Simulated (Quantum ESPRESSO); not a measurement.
The system is NiO.

```
Ni O
1.0
     0.00000    2.08590    2.08590
     2.08590    0.00000    2.08590
     2.08590    2.08590    0.00000
Ni O
1 1
Direct
  0.00000 0.00000 0.00000
  0.50000 0.50000 0.50000
```

| Property | Result |
| --- | --- |
| Program | Quantum ESPRESSO 7.5 |
| Task | Hubbard U by linear response |
| Functional | LDA |
| Potentials or basis | PseudoDojo 0.4.1 SR LDA standard |
| Cutoff | 1333 eV |
| Density cutoff | 5333 eV |
| k mesh | 8 × 8 × 8 |
| Occupations | fermi-dirac, width 0.05 eV |
| Spin | collinear spin, ferromagnetic start |
| Starting moments | [1.0, 0.0] μB |
| Hubbard terms | Ni d U = 6 eV |
| Start of the occupations | default |
| Hubbard projectors | ortho-atomic |
| Form of the LDA correlation | PW92 |
| Mixing beta | 0.3 |
| Most SCF iterations | 120 |
| SCF threshold | 4e-10 Ry |
| q mesh | 2 × 2 × 2 |

The first run showed a gap, so the response started from a second, tighter run with fixed occupations.

**Question.** What Hubbard parameters does linear response give?

**Answer.** U = 5.84 eV on Ni 3d. The values belong to these projectors, potentials and this ground state, and don't carry over to other codes.

Hubbard U from linear response:
```csv
site,manifold,U (eV)
1,Ni-3d,5.84
```
On the first site the bare response is -0.088 and the screened one -0.058 eV⁻¹.

Eigenvalues of the final occupation matrices:
```tsv
site	spin	trace	eigenvalues
Ni 1 3d	1	4.99	1.00 1.00 1.00 1.00 1.00
Ni 1 3d	2	3.30	0.16 0.16 1.00 1.00 1.00
```

Caveat: a cell with one magnetic atom can't hold antiferromagnetic order, which such compounds often take.
